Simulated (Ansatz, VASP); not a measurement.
# One calculation of Al, two programs

```
Al
1.0
     0.00000    1.92980    1.92980
     1.92980    0.00000    1.92980
     1.92980    1.92980    0.00000
Al
1
Direct
  0.00000 0.00000 0.00000
```

Alike in both runs: functional PBE; dispersion D4; k mesh 14 × 14 × 14; occupations gaussian, width 0.1 eV; no spin polarisation.

Ansatz relaxed the structure, and its values are those at the end. VASP's run is a single point on that final structure, the one shown.

|  | VASP | Ansatz |
| --- | --- | --- |
| version | VASP 6.6.1 | Ansatz 0.2.0 |
| potentials or method | VASP PAW PBE potentials, release 64 (Al) | plane waves, PAW |
| plane-wave cutoff (eV) | 520 | 420 |
| valence electrons in the cell | 3 | 3 |

Ansatz gave:

```
pressure (GPa)               : 10.0
dispersion energy (meV/atom) : -392.6
```

Question: What did VASP give for the same quantities?

Answer: Pressure (GPa): 10.0; dispersion energy (meV/atom): -392.5.

Caveats: pairwise dispersion overbinds metals, which lowers pressure and volume.
